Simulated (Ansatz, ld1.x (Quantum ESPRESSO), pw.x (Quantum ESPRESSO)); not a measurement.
# What a changed setting does to a pw.x run (sc Pt)

Potential: norm-conserving Troullier–Martins (Kleinman–Bylander form), ld1.x (Quantum ESPRESSO) 7.5, PBE; core [Xe] 4f14, reference 5d9 6s1 6p0; waves: 6s (bound): rc 2.00 bohr; 6p (bound, empty): rc 2.80 bohr; 5d (bound): rc 2.10 bohr; 5f channel at -0.2 Ry: rc 2.90 bohr; local part: all-electron potential smoothed inside 1.95 bohr (lloc = -2); core correction: Bessel-smoothed model core inside 1.48 bohr.

The reference run (k-mesh 12³, cutoffs 70/280 Ry, Fermi–Dirac 0.01 Ry, mixing_beta 0.4, conv_thr 1e-9, no spin) gives -2.19 GPa at 18.193 Å³/atom, where all-electron LAPW gives -0.80 GPa. This run, with its own iteration cap, changes k-mesh points per axis to 2.

```
&control
  calculation='scf', prefix='x', pseudo_dir='./', outdir='./tmp', tstress=.true., disk_io='none'
/
&system
  ibrav=0, nat=1, ntyp=1, ecutwfc=70, ecutrho=280, nbnd=12,
  occupations='smearing', smearing='fd', degauss=0.01
/
&electrons
  conv_thr=1e-09, mixing_beta=0.4, electron_maxstep=60
/
ATOMIC_SPECIES
Pt 1.0 Pt.UPF
CELL_PARAMETERS angstrom
  2.63007484 0.00000000 0.00000000
  0.00000000 2.63007484 0.00000000
  0.00000000 0.00000000 2.63007484
ATOMIC_POSITIONS crystal
Pt 0.0000 0.0000 0.0000
K_POINTS automatic
2 2 2 0 0 0
```

```bash
pw.x < Pt.scf.in > Pt.scf.out
```

How does the run end?

It converges in 8 iterations; the free energy moves by +1.54 eV/atom and the pressure by +15.44 GPa.

```
Message from routine setup:
     using ibrav=0 with symmetry is DISCOURAGED, use correct ibrav instead
     lattice parameter (alat)  =       4.9701  a.u.
     unit-cell volume          =     122.7724 (a.u.)^3
     number of electrons       =        10.00
     number of Kohn-Sham states=           12
     kinetic-energy cutoff     =      70.0000  Ry
     charge density cutoff     =     280.0000  Ry
     scf convergence threshold =      1.0E-09
     Exchange-correlation= PBE
     number of k points=     4  Fermi-Dirac smearing, width (Ry)=  0.0100
     iteration #  1     ecut=    70.00 Ry     beta= 0.40
     total energy              =     -78.59745405 Ry
     estimated scf accuracy    <       0.07307941 Ry
     iteration #  2     ecut=    70.00 Ry     beta= 0.40
     total energy              =     -78.59846220 Ry
     estimated scf accuracy    <       0.01197658 Ry
     iteration #  3     ecut=    70.00 Ry     beta= 0.40
     total energy              =     -78.59899943 Ry
     estimated scf accuracy    <       0.00134308 Ry
     iteration #  4     ecut=    70.00 Ry     beta= 0.40
     total energy              =     -78.59903731 Ry
     estimated scf accuracy    <       0.00000617 Ry
     iteration #  5     ecut=    70.00 Ry     beta= 0.40
     total energy              =     -78.59903811 Ry
     estimated scf accuracy    <       0.00000096 Ry
     iteration #  6     ecut=    70.00 Ry     beta= 0.40
     total energy              =     -78.59903827 Ry
     estimated scf accuracy    <       0.00000029 Ry
     iteration #  7     ecut=    70.00 Ry     beta= 0.40
     total energy              =     -78.59903830 Ry
     estimated scf accuracy    <       0.00000001 Ry
     iteration #  8     ecut=    70.00 Ry     beta= 0.40
     the Fermi energy is    15.0778 ev
!    total energy              =     -78.59903831 Ry
     estimated scf accuracy    <          1.1E-11 Ry
     smearing contrib. (-TS)   =      -0.00607786 Ry
     The total energy is F=E-TS. E is the sum of the following terms:
     one-electron contribution =      10.43597242 Ry
     hartree contribution      =       6.03243254 Ry
     xc contribution           =     -37.97427632 Ry
     ewald contribution        =     -57.08708908 Ry
     convergence has been achieved in   8 iterations
          total   stress  (Ry/bohr**3)                   (kbar)     P=      132.49
     Message from routine punch:
     Nothing written, as per user request (disk_io='none')
```

The run took about 1 s on one core of a shared host (Neoverse-V1, 32 threads, 247 GiB, load 32).
